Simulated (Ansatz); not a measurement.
**Rb: a listed cell, distorted in several ways**

How do energy, forces, pressure and gap of Rb change under moves of single atoms, further strains and shifts, other functionals? Each case is one self-consistent run.

Program: Ansatz 0.2.0. Level of theory: DFT PBEsol, scalar-relativistic, plane waves, PAW. These are calculated values, not measurements.

1 further run of the same task is left out (set aside as unsound or not needed).

### 1 The structure to begin with

It takes space group Pnma (No. 62, orthorhombic). Conventional cell: a = 5.740 Å, b = 4.640 Å, c = 12.380 Å, α = 90.00°, β = 90.00°, γ = 90.00°. Rb (site symmetry m) has 2 Rb at 3.56 Å as nearest neighbours.

Structure file:

```
CELL_PARAMETERS angstrom
5.74000 0.00000 0.00000
0.00000 4.64000 0.00000
0.00000 0.00000 12.38000
ATOMIC_POSITIONS crystal
Rb 0.04700 0.25000 0.89300
Rb 0.45300 0.75000 0.39300
Rb 0.54700 0.25000 0.60700
Rb 0.95300 0.75000 0.10700
```

The structure comes from the Crystallography Open Database.

### 2 One atom moved

Against the listed cell: atom 2 (Rb) moved by 0.23 Å.

The input, input.yaml:

```yaml
crystal:
  lattice:
    - [5.74, 0.0, 0.0]
    - [0.0, 4.64, 0.0]
    - [0.0, 0.0, 12.38]
  atoms:
    - { symbol: Rb, position: [0.047, 0.25, 0.893] }
    - { symbol: Rb, position: [0.453, 0.7984913793, 0.393] }
    - { symbol: Rb, position: [0.547, 0.25, 0.607] }
    - { symbol: Rb, position: [0.953, 0.75, 0.107] }
basis:
  ecutwfc: 420
kpoints:
  mp_grid: { grid: [6, 8, 4] }
hamiltonian:
  xc: pbesol
scf:
  occupations: { method: gaussian, width: 0.1 }
output:
  forces: true
  stress: true
  eigenvalues: true
  populations: true
```

Started as:

```
$ ansatz run input.yaml --threads 1 --pin off --max-ram 1331MiB --backend cpu --events-out ev --progress --plain --runs-dir out
```

### 3 A change within a subgroup

The input, input.yaml:

```yaml
crystal:
  lattice:
    - [5.6812224, 0.0317422, 0.0574]
    - [0.0256592, 4.5335584, 0.0165648]
    - [0.1238, 0.0441966, 12.189967]
  atoms:
    - { symbol: Rb, position: [0.0349181185, 0.2672866379, 0.8828174475] }
    - { symbol: Rb, position: [0.4407264808, 0.7280452586, 0.4142180937] }
    - { symbol: Rb, position: [0.5514529617, 0.2815862069, 0.5854886914] }
    - { symbol: Rb, position: [0.972902439, 0.7230840517, 0.1174757674] }
basis:
  ecutwfc: 420
kpoints:
  mp_grid: { grid: [8, 8, 4] }
hamiltonian:
  xc: pbesol
scf:
  occupations: { method: gaussian, width: 0.1 }
output:
  forces: true
  stress: true
  eigenvalues: true
```

### 4 A distortion of lower symmetry

The input, input.yaml:

```yaml
crystal:
  lattice:
    - [5.6459788, 0.0, 0.0]
    - [0.0, 4.5279904, -0.1906576]
    - [0.0, -0.5086942, 13.2433812]
  atoms:
    - { symbol: Rb, position: [0.053631033, 0.2561596264, 0.8900492963] }
    - { symbol: Rb, position: [0.446368967, 0.7561596264, 0.3900492963] }
    - { symbol: Rb, position: [0.553631033, 0.2438403736, 0.6099507037] }
    - { symbol: Rb, position: [0.946368967, 0.7438403736, 0.1099507037] }
basis:
  ecutwfc: 420
kpoints:
  mp_grid: { grid: [8, 10, 4] }
hamiltonian:
  xc: pbesol
scf:
  occupations: { method: gaussian, width: 0.1 }
output:
  forces: true
  stress: true
  eigenvalues: true
```

### 5 Functional and cell changed: PBE

The input, input.yaml:

```yaml
crystal:
  lattice:
    - [5.7703072, 0.0, 0.0]
    - [0.0, 4.6644992, 0.0]
    - [0.0, 0.0, 12.4453664]
  atoms:
    - { symbol: Rb, position: [0.047, 0.25, 0.893] }
    - { symbol: Rb, position: [0.453, 0.75, 0.393] }
    - { symbol: Rb, position: [0.547, 0.25, 0.607] }
    - { symbol: Rb, position: [0.953, 0.75, 0.107] }
basis:
  ecutwfc: 420
kpoints:
  mp_grid: { grid: [8, 10, 4] }
hamiltonian:
  xc: pbe
scf:
  occupations: { method: gaussian, width: 0.1 }
output:
  forces: true
  stress: true
  eigenvalues: true
  populations: true
```

Q: Predict the outcome of this session. Wanted: for each run, case; energy; pressure; largest force.

**Answer**, as computed:

```
step                              case  energy (meV/atom)  pressure (GPa)  largest force (eV/Å)  gap on the mesh (eV)
   2                    one atom moved               +0.0             0.9                  0.75                  0.00
   3        a change within a subgroup            +131.6*             1.4                  1.59                  0.00
   4    a distortion of lower symmetry             -70.7*             0.7                  0.61                  0.00
   5  functional and cell changed: PBE                n/a             1.1                  0.75                  0.00
```

Energies are counted from step 2, with the smearing taken to zero; a star marks another k mesh, which can shift energies by itself, so starred rows don't rank against the others. Other atoms or functionals have another zero of energy (n/a). A gap of 0.00 means none on the mesh at this level.

What this shows: Among the distorted cells of the listed formula and level the largest force, 1.59 eV/Å, comes in step 3, shared by 2 atoms. The distorted cells of the listed formula and level show no gap on the mesh.
